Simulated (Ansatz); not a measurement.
An input for Ansatz 0.2.0 (InSe/InSe (GaSe type multilayer)):

```yaml
crystal:
  lattice:
    - [4.09, 0.0, 0.0]
    - [-2.045, 3.5420439015, 0.0]
    - [0.0, 0.0, 54.8]
  atoms:
    - { symbol: In, position: [0.3333333333, 0.6666666667, 0.448540146] }
    - { symbol: In, position: [0.3333333333, 0.6666666667, 0.3970802919] }
    - { symbol: Se, position: [0.6666666667, 0.3333333333, 0.4717153284] }
    - { symbol: Se, position: [0.6666666667, 0.3333333333, 0.3739051095] }
    - { symbol: In, position: [0.6666666667, 0.3333333333, 0.6029197081] }
    - { symbol: In, position: [0.6666666667, 0.3333333333, 0.551459854] }
    - { symbol: Se, position: [0.3333333333, 0.6666666667, 0.6260948905] }
    - { symbol: Se, position: [0.3333333333, 0.6666666667, 0.5282846716] }
  periodic: [true, true, false]
kpoints:
  mp_grid: { grid: [6, 6, 1] }
hamiltonian:
  xc: pbesol
  dispersion: d3bj
scf:
  occupations: { method: fermi_dirac, width: 0.02 }
relax:
  f_tol: 0.01
  max_steps: 100
  cell: {}
output:
  write_density: true
  write_potential: true
  elf: true
  volumetric_format: npy
```

```sh
ansatz run input.yaml --threads 3 --pin off --max-ram 92160MiB --backend cuda --events-out ev --progress --plain --runs-dir out --devices 1 --max-vram 13GiB
```

Question: How long will it take on 1 × NVIDIA H100 80GB HBM3 (shared by 6 runs) with 3 threads of AMD EPYC 7R13 (Zen 3), shared host, and how much memory?

It took 25 s; on shared hardware allow 13 s to 50 s. Peak host memory was 1.2 GiB. The sizes that set the cost: 14679 plane waves a state, 7 irreducible k points and 54 SCF cycles.

[Paths, hosts, dates, memory and timing lines, banners, echoed tables and standing remarks are left out of the program output.]

[Logs are printed without paths, hosts, clocks, repeated set-up lines and the standing remarks that a program may print on its own settings, such as how far it seeks lower states.]

[Runs of the session that timed out or met a known fault of the program may be left out.]

[Cells called generated may have been cut or substituted from an entry of the Crystallography Open Database or the Materials Project.]

[Hosts, paths, dates, database ids (printed as entryN), source tags and the programs' standing remarks are cut or masked in the printed files.]
